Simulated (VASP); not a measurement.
Crystal: PbS.

```
CELL_PARAMETERS angstrom
0.00000 2.98809 2.98809
2.98809 0.00000 2.98809
2.98809 2.98809 0.00000
ATOMIC_POSITIONS crystal
Pb 0.50000 0.50000 0.50000
S 0.00000 0.00000 0.00000
```

The cell is a database's computed one.

```yaml
Program: VASP 6.6.1
Task: relaxation of cell and atoms
Functional: PBEsol
Potentials_or_basis: VASP PAW PBE potentials, release 64 (Pb_d, S)
Cutoff: 300 eV
k_mesh: 10 × 10 × 10
Occupations: gaussian, width 0.02 eV
Spin: no spin polarisation
```

At the start: pressure -2.5 GPa; volume 26.68 Å³/atom.

Question: Where does the relaxation end?

Answer: Over 3 steps the energy falls by 9.7 meV/atom and the volume is 25.50 Å³/atom (-4.4 %); space group Fm-3m (No. 225, to 0.05 Å).

The path:
| step | energy change (eV) | largest force (eV/Å) | pressure (GPa) | volume (Å³) |
| --- | --- | --- | --- | --- |
| 1 | 0.0000 | 0.0000 | -2.54 | 53.36 |
| 2 | -0.0167 | 0.0000 | 1.07 | 50.17 |
| 3 | -0.0195 | 0.0000 | 0.00 | 51.00 |

Final structure:
```
Pb S
1.0
     0.00000    2.94337    2.94337
     2.94337    0.00000    2.94337
     2.94337    2.94337    0.00000
Pb S
1 1
Direct
  0.50000 0.50000 0.50000
  0.00000 0.00000 0.00000
```

Caveat: the cutoff is under 1.25 times the usual one of these potentials, so pressure, stress and relaxed cells hold a basis-set (Pulay) error; the PAW data sets were made with another functional, which shifts forces and pressure a little.
